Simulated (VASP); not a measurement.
A run of VASP 6.6.1 is set up as follows.

File INCAR:

```
SYSTEM = TiC
PREC = Accurate
ENCUT = 600
EDIFF = 1E-7
ISMEAR = 1
SIGMA = 0.2
LREAL = .FALSE.
LASPH = .TRUE.
NELM = 60
ALGO = Normal
ISIF = 3
LWAVE = .FALSE.
LCHARG = .FALSE.
GGA = PE
IBRION = 2
NSW = 60
EDIFFG = -0.02
KPAR = 4
```

The input KPOINTS:

```
Automatic mesh
0
G
  18 18 18
  0 0 0
```

Contents of POSCAR:

```
TiC
1.0
    0.0000000000      2.1650000000      2.1650000000
    2.1650000000      0.0000000000      2.1650000000
    2.1650000000      2.1650000000      0.0000000000
Ti C
1 1
Direct
    0.0000000000      0.0000000000      0.0000000000
    0.5000000000      0.5000000000      0.5000000000
```

Potentials or basis: VASP PAW PBE potentials, release 64 (Ti_sv, C).

The run is started by

```sh
$ cat potpaw_PBE.64/Ti_sv/POTCAR potpaw_PBE.64/C/POTCAR > POTCAR
$ mpirun -np 4 vasp_std > vasp.out
```

**Question.** Predict the relaxed volume.

**Answer.** 10.17 Å³/atom.

**Question.** What does it give for the space group after relaxing (to 0.05 Å)?

**Answer.** Fm-3m (No. 225).

**Question.** What does it give for the relaxed cell?

**Answer.** a = 3.064 Å, b = 3.064 Å, c = 3.064 Å, α = 60.00°, β = 60.00°, γ = 60.00°.

**Question.** What does it give for the band gap on the k mesh?

**Answer.** None (metal or under the smearing width).

Final structure:
```
Ti C
1.0
     0.00000    2.16680    2.16680
     2.16680    0.00000    2.16680
     2.16680    2.16680    0.00000
Ti C
1 1
Direct
  0.00000 0.00000 0.00000
  0.50000 0.50000 0.50000
```
